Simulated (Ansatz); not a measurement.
The system is InPd.

```
CELL_PARAMETERS angstrom
3.27188 0.00000 0.00000
0.00000 3.27188 0.00000
0.00000 0.00000 3.27188
ATOMIC_POSITIONS crystal
In 0.00000 0.00000 0.00000
Pd 0.50000 0.50000 0.50000
```

The cell comes from a database or a generator and needn't be the stable form of this composition.

| Item | Value |
| --- | --- |
| Program | Ansatz 0.2.0 |
| Task | relaxation of cell and atoms |
| Functional | PBEsol |
| Potentials or basis | Ansatz PAW |
| Cutoff | 420 eV (not typed: the program's choice for these potentials) |
| k mesh | 8 × 8 × 8 |
| Occupations | fermi-dirac, width 0.05 eV |
| Spin | no spin polarisation |

At the start: volume 17.51 Å³/atom.

Where does the relaxation end?

It ends after 4 steps and the volume is 17.11 Å³/atom (-2.3 %); space group Pm-3m (No. 221, to 0.05 Å).

The path:
| step | energy change (eV) | largest force (eV/Å) | volume (Å³) |
| --- | --- | --- | --- |
| 1 | 0.0000 | 0.0000 | 35.03 |
| 2 | -0.0078 | 0.0000 | 34.29 |
| 3 | -0.0079 | 0.0000 | 34.23 |
| 4 | -0.0076 | 0.0000 | 34.23 |

Final structure:
```cif
data_structure
_symmetry_space_group_name_H-M 'P 1'
_symmetry_Int_Tables_number 1
_cell_length_a 3.2468
_cell_length_b 3.2468
_cell_length_c 3.2468
_cell_angle_alpha 90.000
_cell_angle_beta 90.000
_cell_angle_gamma 90.000
_cell_volume 34.23
loop_
_atom_site_label
_atom_site_type_symbol
_atom_site_fract_x
_atom_site_fract_y
_atom_site_fract_z
_atom_site_occupancy
In1 In 0.00000 0.00000 0.00000 1
Pd1 Pd 0.50000 0.50000 0.50000 1
```

Caveat: the plane-wave basis is chosen anew once the cell has moved, so the energies of steps on either side of that aren't comparable; the PAW data sets come from PBE, with cores solved anew for the run's functional, which leaves a small shift of forces and pressure.
